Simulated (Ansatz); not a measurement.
La:

```
La
1.0
     3.75000    0.00000    0.00000
    -1.87500    3.24760    0.00000
     0.00000    0.00000    6.07000
La
2
Direct
  0.66667 0.33333 0.75000
  0.33333 0.66667 0.25000
```

This isn't the form of La at room conditions, which is double hcp.

| Quantity | Value |
| --- | --- |
| Program | Ansatz 0.2.0 |
| Task | single point |
| Functional | PBE |
| Potentials or basis | Ansatz PAW |
| Cutoff | 420 eV (not typed: the program's choice for these potentials) |
| k mesh | 8 × 8 × 5 |
| Occupations | fermi-dirac, width 0.05 eV |
| Spin | no spin polarisation |

On this cell: pressure 0.7 GPa; largest force under 0.003 eV/Å; band gap on the k mesh none (metal or under the smearing width).

The same run follows on a disturbed copy (atoms moved at random, drawn with an rms of 0.05 Å):

```
La
1.0
     3.75000    0.00000    0.00000
    -1.87500    3.24760    0.00000
     0.00000    0.00000    6.07000
La
2
Direct
  0.66078 0.31229 0.74326
  0.33264 0.65901 0.25161
```

**Question.** What changes?

**Answer.** The energy (extrapolated to zero smearing) moves by +0.9 meV/atom; pressure 0.7 GPa; largest force 0.076 eV/Å; band gap on the k mesh none (metal or under the smearing width).

Forces on the atoms (eV/Å):
```
La  -0.001  0.001  0.076
La   0.001 -0.001 -0.076
```

Stress tensor (GPa, compression positive):
```
0.72 0.01 0.00
0.01 0.86 0.02
0.00 0.02 0.47
```
